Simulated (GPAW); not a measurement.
Input of a GPAW 26.7.0 run:

The input run.py:

```python
import numpy as np
from ase import Atoms
from ase.dft.bandgap import bandgap
from ase.io import write
from gpaw import GPAW, PW
from gpaw.response.df import DielectricFunction

atoms = Atoms(['Pb', 'Se'],
              cell=[[0.0, 3.06065, 3.06065],
                    [3.06065, 0.0, 3.06065],
                    [3.06065, 3.06065, 0.0]],
              scaled_positions=[[0.0, 0.0, 0.0],
                                [0.5, 0.5, 0.5]],
              pbc=True)

calc = GPAW(mode=PW(450),
            xc='PBE',
            kpts={'size': (6, 6, 6), 'gamma': True},
            occupations={'name': 'fermi-dirac', 'width': 0.001},
            nbands=19,
            convergence={'density': 1e-06},
            maxiter=150,
            txt='gpaw.txt')
atoms.calc = calc
energy = atoms.get_potential_energy()
calc.write('gs.gpw')
write('result.traj', atoms)
print(f'Energy: {energy:.6f} eV')
print('Fermi level:', round(calc.get_fermi_level(), 4), 'eV')
print(f'Gap: {bandgap(calc)[0]:.4f} eV, direct: {bandgap(calc, direct=True)[0]:.4f} eV')

for size in [(13, 13, 13), (19, 19, 19)]:
    name = 'x'.join(str(n) for n in size)
    dense = calc.fixed_density(kpts={'size': size, 'gamma': True},
                               nbands=36, convergence={'bands': 30, 'eigenstates': 1e-7},
                               update_fermi_level=True, txt=f'dense-{name}.txt')
    dense.write(f'{name}.gpw', mode='all')
    df = DielectricFunction(f'{name}.gpw', frequencies=np.array([0.0]), hilbert=False, eta=0.001,
                            ecut=80, nbands=30, intraband=False, txt=f'df-{name}.txt')
    for xc in ['RPA', 'LR0.2', 'LR0.3']:
        for direction in ['x', 'y', 'z', [0, 1, 1], [1, 0, 1], [1, 1, 0]]:
            e0, e = df.get_macroscopic_dielectric_constant(xc=xc, direction=direction)
            print(f'{name} {xc} {direction}: {e0:.4f} without, {e:.4f} with local fields')
```

Potentials or basis: GPAW PAW data sets (gpaw-data 1.2.1), pw.

Launch:

```bash
$ OMP_NUM_THREADS=1 python run.py
```

(1) What does it give for the electronic dielectric tensor (diagonal)?

(2) Predict the band gap on the k mesh.

## Answers

(1) 21.39.

(2) 0.24 eV, direct.

Caveat: the gap is small at this level, which inflates the dielectric constant; the long-wavelength limit can be off by a per cent or two; spin-orbit coupling is left out, which as a rule narrows the gap of such compounds by several tenths of an eV; an odd mesh through Γ misses points on the zone boundary, where band edges often lie.

**Measured values to compare with.**

From a printed reference work, monograph, for a bulk crystal of PbSe at 4.2 K: band gap 0.15 eV (direct).

Against the measured gap of PbSe, 0.15 eV (direct; 4.2 K; a printed reference work, monograph), the calculated 0.24 eV is off by +0.09 eV. 2 values of this kind are on record (0.15 to 0.28 eV); this one was drawn at random. Spin-orbit coupling on Pb, Se is left out. The value is that of PBE on a finite k mesh, which can miss the band edges, without temperature or zero-point motion.
